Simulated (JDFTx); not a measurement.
# GaN (F-43m) in JDFTx: a series of runs

The runs below take GaN through band structure, single point, with TASK, SCAN, GLLB-SC.

All numbers are computed with JDFTx 1.7.0 (patched build); they aren't measurements. Logs are shortened: lines on timing, memory, paths and dates and some standing lists are left out, and cuts for length are marked. The log counts tension as positive stress, the text compression.

**Experimental background.**

A printed reference work, textbook reports, for a bulk crystal of GaN at 0 K: band gap 3.299 eV (direct).

The results are compared with them further down.

**1. Starting point**

It takes space group F-43m (No. 216, cubic). The conventional cell has a = 4.507 Å, b = 4.507 Å, c = 4.507 Å, α = 90.00°, β = 90.00°, γ = 90.00°. Ga (site symmetry -43m) has 4 N at 1.95 Å as nearest neighbours. N (site symmetry -43m) is surrounded by 4 Ga at 1.95 Å.

The cell is a database's computed one.

**2. Band structure, TASK**

Input file bands.in:

```
lattice \
    0.0000000000     4.2584989699     4.2584989699 \
    4.2584989699     0.0000000000     4.2584989699 \
    4.2584989699     4.2584989699     0.0000000000
coords-type Lattice
ion Ga     0.0000000000     0.0000000000     0.0000000000 1
ion N      0.2500000000     0.2500000000     0.2500000000 1

ion-species pseudo/Ga.upf
ion-species pseudo/N.upf
elec-cutoff 40 320
elec-ex-corr mgga-x-task lda-c-pw
elec-smearing Fermi 0.0018374661
elec-n-bands 15
electronic-minimize nIterations 30 energyDiffThreshold 1e-06
davidson-band-ratio 1.3
forces-output-coords Cartesian
include path.kpoints
symmetries none
fix-electron-density run.$VAR

dump-name bands.$VAR
dump End Ecomponents EigStats BandEigs Kpoints Forces
```

Input file path.kpoints:

```
kpoint +0.0000000000 +0.0000000000 +0.0000000000 0.020000000000
kpoint +0.0714285714 +0.0000000000 +0.0714285714 0.020000000000
kpoint +0.1428571429 +0.0000000000 +0.1428571429 0.020000000000
kpoint +0.2142857143 +0.0000000000 +0.2142857143 0.020000000000
kpoint +0.2857142857 +0.0000000000 +0.2857142857 0.020000000000
kpoint +0.3571428571 +0.0000000000 +0.3571428571 0.020000000000
kpoint +0.4285714286 +0.0000000000 +0.4285714286 0.020000000000
kpoint +0.5000000000 +0.0000000000 +0.5000000000 0.020000000000
kpoint +0.5000000000 +0.0833333333 +0.5833333333 0.020000000000
kpoint +0.5000000000 +0.1666666667 +0.6666666667 0.020000000000
kpoint +0.5000000000 +0.2500000000 +0.7500000000 0.020000000000
kpoint +0.4375000000 +0.3125000000 +0.7500000000 0.020000000000
kpoint +0.3750000000 +0.3750000000 +0.7500000000 0.020000000000
kpoint +0.3281250000 +0.3281250000 +0.6562500000 0.020000000000
kpoint +0.2812500000 +0.2812500000 +0.5625000000 0.020000000000
kpoint +0.2343750000 +0.2343750000 +0.4687500000 0.020000000000
kpoint +0.1875000000 +0.1875000000 +0.3750000000 0.020000000000
kpoint +0.1406250000 +0.1406250000 +0.2812500000 0.020000000000
kpoint +0.0937500000 +0.0937500000 +0.1875000000 0.020000000000
kpoint +0.0468750000 +0.0468750000 +0.0937500000 0.020000000000
kpoint +0.0000000000 +0.0000000000 +0.0000000000 0.020000000000
kpoint +0.0833333333 +0.0833333333 +0.0833333333 0.020000000000
kpoint +0.1666666667 +0.1666666667 +0.1666666667 0.020000000000
kpoint +0.2500000000 +0.2500000000 +0.2500000000 0.020000000000
kpoint +0.3333333333 +0.3333333333 +0.3333333333 0.020000000000
kpoint +0.4166666667 +0.4166666667 +0.4166666667 0.020000000000
kpoint +0.5000000000 +0.5000000000 +0.5000000000 0.020000000000
kpoint +0.5250000000 +0.4500000000 +0.5250000000 0.020000000000
kpoint +0.5500000000 +0.4000000000 +0.5500000000 0.020000000000
kpoint +0.5750000000 +0.3500000000 +0.5750000000 0.020000000000
kpoint +0.6000000000 +0.3000000000 +0.6000000000 0.020000000000
kpoint +0.6250000000 +0.2500000000 +0.6250000000 0.020000000000
kpoint +0.5625000000 +0.2500000000 +0.6875000000 0.020000000000
kpoint +0.5000000000 +0.2500000000 +0.7500000000 0.020000000000
kpoint +0.5000000000 +0.2916666667 +0.7083333333 0.020000000000
kpoint +0.5000000000 +0.3333333333 +0.6666666667 0.020000000000
kpoint +0.5000000000 +0.3750000000 +0.6250000000 0.020000000000
kpoint +0.5000000000 +0.4166666667 +0.5833333333 0.020000000000
kpoint +0.5000000000 +0.4583333333 +0.5416666667 0.020000000000
kpoint +0.5000000000 +0.5000000000 +0.5000000000 0.020000000000
kpoint +0.4791666667 +0.4791666667 +0.5416666667 0.020000000000
kpoint +0.4583333333 +0.4583333333 +0.5833333333 0.020000000000
kpoint +0.4375000000 +0.4375000000 +0.6250000000 0.020000000000
kpoint +0.4166666667 +0.4166666667 +0.6666666667 0.020000000000
kpoint +0.3958333333 +0.3958333333 +0.7083333333 0.020000000000
kpoint +0.3750000000 +0.3750000000 +0.7500000000 0.020000000000
kpoint +0.6250000000 +0.2500000000 +0.6250000000 0.020000000000
kpoint +0.5833333333 +0.1666666667 +0.5833333333 0.020000000000
kpoint +0.5416666667 +0.0833333333 +0.5416666667 0.020000000000
kpoint +0.5000000000 +0.0000000000 +0.5000000000 0.020000000000
```

Potentials or basis: SG15-PBE-1.2.

Launch:

```bash
$ jdftx -c 1 -i bands.in -o bands.out
```

Standard output:

```text
*************** JDFTx 1.7.0 (patched build) ***************

Input parsed successfully to the following command list (including defaults):
[... the input with its defaults ...]

---------- Initializing the Grid ----------
R =
[            0       4.2585       4.2585  ]
[       4.2585            0       4.2585  ]
[       4.2585       4.2585            0  ]
unit cell volume = 154.454
G =
[  -0.737723   0.737723   0.737723  ]
[   0.737723  -0.737723   0.737723  ]
[   0.737723   0.737723  -0.737723  ]
Minimum fftbox size, Smin = [  52  52  52  ]
Chosen fftbox size, S = [  54  54  54  ]

---------- Initializing tighter grid for wavefunction operations ----------
R =
[            0       4.2585       4.2585  ]
[       4.2585            0       4.2585  ]
[       4.2585       4.2585            0  ]
unit cell volume = 154.454
G =
[  -0.737723   0.737723   0.737723  ]
[   0.737723  -0.737723   0.737723  ]
[   0.737723   0.737723  -0.737723  ]
Minimum fftbox size, Smin = [  36  36  36  ]
Chosen fftbox size, S = [  36  36  36  ]

---------- Exchange Correlation functional ----------
Initialized LibXC exchange functional 'TASK exchange of Aschebrock and Kuemmel'
Initialized LibXC correlation functional 'Perdew & Wang'

---------- Setting up pseudopotentials ----------
Width of ionic core gaussian charges (only for fluid interactions / plotting) set to 0

Reading pseudopotential file 'pseudo/Ga.upf':
  'Ga' pseudopotential, 'PBE' functional
  Generated using ONCVPSP code by D. R. Hamann
  13 valence electrons, 0 orbitals, 6 projectors, 602 radial grid points, with lMax = 2
  Core radius for overlap checks: 2.11 bohrs.

Reading pseudopotential file 'pseudo/N.upf':
  'N' pseudopotential, 'PBE' functional
  Generated using ONCVPSP code by D. R. Hamann
  5 valence electrons, 0 orbitals, 4 projectors, 602 radial grid points, with lMax = 1
  Core radius for overlap checks: 1.35 bohrs.

Initialized 2 species with 2 total atoms.

Folded 50 k-points by 1x1x1 to 50 k-points.

---------- Setting up k-points, bands, fillings ----------
No reducable k-points.
Computing the number of bands and number of electrons
Calculating initial fillings.
nElectrons:  18.000000   nBands: 15   nStates: 50

----- Setting up reduced wavefunction bases (one per k-point) -----
average nbasis = 1863.920 , ideal nbasis = 1866.309

---------- Setting up ewald sum ----------
Optimum gaussian width for ewald sums = 1.934137 bohr.
Real space sum over 1331 unit cells with max indices [  5  5  5  ]
Reciprocal space sum over 2197 terms with max indices [  6  6  6  ]

---------- Allocating electronic variables ----------
Reading n from file 'run.n' ... done
Reading tau from file 'run.tau' ... done
Initializing wave functions:  (No orbitals for LCAO)  bandwidth-limited random numbers

----------- Band structure minimization -------------
Minimization will be done independently for each quantum number.

---- Minimization of quantum number:     0  [ +0.0000000 +0.0000000 +0.0000000 ]  0.040000000 ----
BandDavidson: Iter:   0  Eband: +0.540127274414956
BandDavidson: Iter:   1  Eband: +0.446666241423597  dEband: -9.346103e-02
BandDavidson: Iter:   2  Eband: +0.352270767397565  dEband: -9.439547e-02
BandDavidson: Iter:   3  Eband: +0.273931562292713  dEband: -7.833921e-02
[... 804 lines of inner loops ...]
BandDavidson: Iter:  12  Eband: +0.208581779959039  dEband: -1.192723e-06
BandDavidson: Iter:  13  Eband: +0.208581481447514  dEband: -2.985115e-07
BandDavidson: Converged (dEband<1.000000e-06)
	FillingsUpdate:  mu: +0.422250371  nElectrons: 18.000000

Dumping 'bands.eigStats' ...
	eMin: -0.280290 at state 0 ( [ +0.000000 +0.000000 +0.000000 ] spin 0 )
	HOMO: +0.380539 at state 20 ( [ +0.000000 +0.000000 +0.000000 ] spin 0 )
	mu  : +0.422250
	LUMO: +0.461635 at state 20 ( [ +0.000000 +0.000000 +0.000000 ] spin 0 )
	eMax: +1.294764 at state 47 ( [ -0.416667 +0.166667 -0.416667 ] spin 0 )
	HOMO-LUMO gap: +0.081096
	Optical gap  : +0.081096 at state 20 ( [ +0.000000 +0.000000 +0.000000 ] spin 0 )
Done!
[note: mu, HOMO and LUMO in a band run belong to the points of the path alone and aren't those of the crystal]
```

Run time: 75 s. Hardware: 1 thread of Arm Neoverse V1, shared host; peak memory 0.08 GiB.

Results:

| Property | Result |
| --- | --- |
| Band gap along the path | 2.21 eV, direct |

Levels at the corners of the path, in eV from the valence-band top:
| point | band 7 | band 8 | band 9 | band 10 | band 11 | band 12 |
| --- | --- | --- | --- | --- | --- | --- |
| Γ | 0.00 | 0.00 | 0.00 | 2.21 | 11.51 | 11.51 |
| X | -6.67 | -3.05 | -3.05 | 4.47 | 7.63 | 14.01 |
| W | -6.28 | -3.99 | -3.95 | 7.67 | 9.31 | 11.60 |
| K | -6.44 | -4.59 | -2.46 | 6.20 | 8.92 | 13.16 |
| Γ | 0.00 | 0.00 | 0.00 | 2.21 | 11.51 | 11.51 |
| L | -7.63 | -1.12 | -1.12 | 5.35 | 10.53 | 11.77 |
| U | -6.44 | -4.59 | -2.46 | 6.20 | 8.92 | 13.16 |
| W | -6.28 | -3.99 | -3.95 | 7.67 | 9.31 | 11.60 |
| L | -7.63 | -1.12 | -1.12 | 5.35 | 10.53 | 11.77 |
| K | -6.44 | -4.59 | -2.46 | 6.20 | 8.92 | 13.16 |
| U | -6.44 | -4.59 | -2.46 | 6.20 | 8.92 | 13.16 |
| X | -6.67 | -3.05 | -3.05 | 4.47 | 7.63 | 14.01 |

**3. Band structure, SCAN**

Input file bands.in:

```
include GaN.lattice
coords-type Lattice
include GaN.ionpos

ion-species pseudo/Ga.upf
ion-species pseudo/N.upf
elec-cutoff 40 320
elec-ex-corr mgga-x-scan mgga-c-scan
elec-smearing Fermi 0.0018374661
elec-n-bands 15
electronic-minimize nIterations 30 energyDiffThreshold 1e-06
davidson-band-ratio 1.3
forces-output-coords Cartesian
include path.kpoints
symmetries none
fix-electron-density run.$VAR

dump-name bands.$VAR
dump End Ecomponents EigStats BandEigs Kpoints Forces
```

Input file GaN.lattice:

```
lattice \
    0.0000000000     4.2584989699     4.2584989699 \
    4.2584989699     0.0000000000     4.2584989699 \
    4.2584989699     4.2584989699     0.0000000000
```

Input file GaN.ionpos:

```
ion Ga     0.0000000000     0.0000000000     0.0000000000 1
ion N      0.2500000000     0.2500000000     0.2500000000 1
```

path.kpoints is that of step 2.

Potentials or basis: SG15-PBE-1.2.

Launch:

```bash
$ jdftx -c 1 -i bands.in -o bands.out
```

Standard output:

```text
*************** JDFTx 1.7.0 (patched build) ***************

Input parsed successfully to the following command list (including defaults):
[... the input with its defaults ...]

---------- Initializing the Grid ----------
R =
[            0       4.2585       4.2585  ]
[       4.2585            0       4.2585  ]
[       4.2585       4.2585            0  ]
unit cell volume = 154.454
G =
[  -0.737723   0.737723   0.737723  ]
[   0.737723  -0.737723   0.737723  ]
[   0.737723   0.737723  -0.737723  ]
Minimum fftbox size, Smin = [  52  52  52  ]
Chosen fftbox size, S = [  54  54  54  ]

---------- Initializing tighter grid for wavefunction operations ----------
R =
[            0       4.2585       4.2585  ]
[       4.2585            0       4.2585  ]
[       4.2585       4.2585            0  ]
unit cell volume = 154.454
G =
[  -0.737723   0.737723   0.737723  ]
[   0.737723  -0.737723   0.737723  ]
[   0.737723   0.737723  -0.737723  ]
Minimum fftbox size, Smin = [  36  36  36  ]
Chosen fftbox size, S = [  36  36  36  ]

---------- Exchange Correlation functional ----------
Initialized LibXC exchange functional 'SCAN exchange of Sun, Ruzsinszky, and Perdew'
Initialized LibXC correlation functional 'SCAN correlation of Sun, Ruzsinszky, and Perdew'

---------- Setting up pseudopotentials ----------
Width of ionic core gaussian charges (only for fluid interactions / plotting) set to 0

Reading pseudopotential file 'pseudo/Ga.upf':
  'Ga' pseudopotential, 'PBE' functional
  Generated using ONCVPSP code by D. R. Hamann
  13 valence electrons, 0 orbitals, 6 projectors, 602 radial grid points, with lMax = 2
  Core radius for overlap checks: 2.11 bohrs.

Reading pseudopotential file 'pseudo/N.upf':
  'N' pseudopotential, 'PBE' functional
  Generated using ONCVPSP code by D. R. Hamann
  5 valence electrons, 0 orbitals, 4 projectors, 602 radial grid points, with lMax = 1
  Core radius for overlap checks: 1.35 bohrs.

Initialized 2 species with 2 total atoms.

Folded 50 k-points by 1x1x1 to 50 k-points.

---------- Setting up k-points, bands, fillings ----------
No reducable k-points.
Computing the number of bands and number of electrons
Calculating initial fillings.
nElectrons:  18.000000   nBands: 15   nStates: 50

----- Setting up reduced wavefunction bases (one per k-point) -----
average nbasis = 1863.920 , ideal nbasis = 1866.309

---------- Setting up ewald sum ----------
Optimum gaussian width for ewald sums = 1.934137 bohr.
Real space sum over 1331 unit cells with max indices [  5  5  5  ]
Reciprocal space sum over 2197 terms with max indices [  6  6  6  ]

---------- Allocating electronic variables ----------
Reading n from file 'run.n' ... done
Reading tau from file 'run.tau' ... done
Initializing wave functions:  (No orbitals for LCAO)  bandwidth-limited random numbers

----------- Band structure minimization -------------
Minimization will be done independently for each quantum number.

---- Minimization of quantum number:     0  [ +0.0000000 +0.0000000 +0.0000000 ]  0.040000000 ----
BandDavidson: Iter:   0  Eband: +0.518498666003862
BandDavidson: Iter:   1  Eband: +0.423882134838430  dEband: -9.461653e-02
BandDavidson: Iter:   2  Eband: +0.321933222700137  dEband: -1.019489e-01
BandDavidson: Iter:   3  Eband: +0.248851902430883  dEband: -7.308132e-02
[... 797 lines of inner loops ...]
BandDavidson: Iter:  11  Eband: +0.206662687046909  dEband: -4.016924e-06
BandDavidson: Iter:  12  Eband: +0.206661704664040  dEband: -9.823829e-07
BandDavidson: Converged (dEband<1.000000e-06)
	FillingsUpdate:  mu: +0.416920356  nElectrons: 18.000000

Dumping 'bands.eigStats' ...
	eMin: -0.241508 at state 0 ( [ +0.000000 +0.000000 +0.000000 ] spin 0 )
	HOMO: +0.383020 at state 20 ( [ +0.000000 +0.000000 +0.000000 ] spin 0 )
	mu  : +0.416920
	LUMO: +0.448480 at state 20 ( [ +0.000000 +0.000000 +0.000000 ] spin 0 )
	eMax: +1.236174 at state 47 ( [ -0.416667 +0.166667 -0.416667 ] spin 0 )
	HOMO-LUMO gap: +0.065460
	Optical gap  : +0.065460 at state 20 ( [ +0.000000 +0.000000 +0.000000 ] spin 0 )
Done!
[note: mu, HOMO and LUMO in a band run belong to the points of the path alone and aren't those of the crystal]
```

It took 75 s on 1 thread of Arm Neoverse V1, shared host; peak memory 0.08 GiB.

Results:

| Property | Result |
| --- | --- |
| Band gap along the path | 1.78 eV, direct |

Levels at the corners of the path, in eV from the valence-band top:
```csv
point,band 6,band 7,band 8,band 9,band 10,band 11,band 12,band 13
Γ,-12.81,0.00,0.00,0.00,1.78,10.66,10.66,10.66
X,-11.64,-6.39,-2.88,-2.88,3.73,6.99,12.51,14.69
W,-11.34,-6.00,-3.83,-3.80,6.76,8.78,10.67,11.87
K,-11.45,-6.16,-4.41,-2.32,5.40,8.28,11.80,13.47
Γ,-12.81,0.00,0.00,0.00,1.78,10.66,10.66,10.66
L,-11.91,-7.31,-1.05,-1.05,4.81,9.41,10.82,10.82
U,-11.45,-6.16,-4.41,-2.32,5.40,8.28,11.80,13.47
W,-11.34,-6.00,-3.83,-3.80,6.76,8.78,10.67,11.87
L,-11.91,-7.31,-1.05,-1.05,4.81,9.41,10.82,10.82
K,-11.45,-6.16,-4.41,-2.32,5.40,8.28,11.80,13.47
U,-11.45,-6.16,-4.41,-2.32,5.40,8.28,11.80,13.47
X,-11.64,-6.39,-2.88,-2.88,3.73,6.99,12.51,14.69
```

**4. Single point, GLLB-SC**

Input file GaN.in:

```
lattice Face-Centered Cubic 8.5169979397
coords-type Lattice
ion Ga     0.0000000000     0.0000000000     0.0000000000 1
ion N      0.2500000000     0.2500000000     0.2500000000 1

ion-species pseudo/Ga.upf
ion-species pseudo/N.upf
elec-cutoff 42 336
elec-ex-corr orb-GLLBsc
kpoint-folding 10 10 10
elec-n-bands 15
electronic-SCF nIterations 100 energyDiffThreshold 1e-09 residualThreshold 1e-05
electronic-minimize nIterations 30 energyDiffThreshold 1e-7
converge-empty-states yes
forces-output-coords Cartesian

dump-name run.$VAR
dump End Ecomponents EigStats BandEigs Kpoints Forces
```

Potentials or basis: PseudoDojo-SR-PBE-0.5-standard.

Launch:

```bash
$ jdftx -c 1 -i GaN.in -o GaN.out
```

Run time: 2.3 min. Hardware: 1 thread of Arm Neoverse V1, shared host; peak memory 0.1 GiB.

The run converged. Its results:

- Band gap on the k mesh, Kohn-Sham part alone: 2.03 eV, direct
- Loewdin charges: Ga +0.92; N -0.89 e

Levels at points of the mesh, in eV from the valence-band top:
```tsv
k point	band 5	band 6	band 7	band 8	band 9	band 10	band 11
(0.00, 0.00, 0.00)	-14.05	-14.05	0.00	0.00	0.00	2.03	10.62
(0.00, 0.00, 0.50)	-14.01	-12.36	-6.74	-0.94	-0.94	4.81	9.33
(0.00, 0.50, 0.50)	-13.98	-11.81	-6.06	-2.56	-2.56	4.38	6.76
```

Caveat: the gap lacks the derivative discontinuity; a model potential gives levels but no total energy.

**5. How close it comes**

Step 2. A measured gap of GaN is 3.299 eV (direct; 0 K; a printed reference work, textbook); the calculated 2.21 eV misses it by -1.09 eV. Spin-orbit coupling on Ga is left out. The value is that of TASK, without temperature or zero-point motion. The cell is a database's relaxed one, not the measured one, which moves gaps too.

Step 3. A measured gap of GaN is 3.299 eV (direct; 0 K; a printed reference work, textbook); the calculated 1.78 eV misses it by -1.52 eV. Spin-orbit coupling on Ga is left out. The value is that of SCAN, without temperature or zero-point motion. The cell is a database's relaxed one, not the measured one, which moves gaps too.

Step 4. The gap isn't set beside the measured one, since the derivative discontinuity is missing.
